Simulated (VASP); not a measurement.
The system is AlRu.

```
Ru Al
1.0
     2.99160    0.00000    0.00000
     0.00000    2.99160    0.00000
     0.00000    0.00000    2.99160
Ru Al
1 1
Direct
  0.50000 0.50000 0.50000
  0.00000 0.00000 0.00000
```

```yaml
Program: VASP 6.6.1
Task: relaxation of cell and atoms
Functional: PBEsol
Potentials_or_basis: VASP PAW PBE potentials, release 64 (Ru_pv, Al)
Cutoff: 600 eV
k_mesh: 9 × 9 × 9
Occupations: fermi-dirac, width 0.05 eV
Spin: no spin polarisation
```

At the start: pressure -3.3 GPa; volume 13.39 Å³/atom.

How do energy, volume and symmetry change on relaxing?

Over 3 steps the energy falls by 2.1 meV/atom and the volume is 13.18 Å³/atom (-1.5 %); space group Pm-3m (No. 221, to 0.05 Å).

The path:
```tsv
step	energy change (eV)	largest force (eV/Å)	pressure (GPa)	volume (Å³)
1	0.0000	0.0000	-3.27	26.77
2	0.0068	0.0000	5.70	25.73
3	-0.0043	0.0000	-0.03	26.37
```

Final structure:
```
Ru Al
1.0
     2.97634    0.00000    0.00000
     0.00000    2.97634    0.00000
     0.00000    0.00000    2.97634
Ru Al
1 1
Direct
  0.50000 0.50000 0.50000
  0.00000 0.00000 0.00000
```

Caveat: the PAW data sets were made with another functional, which shifts forces and pressure a little.
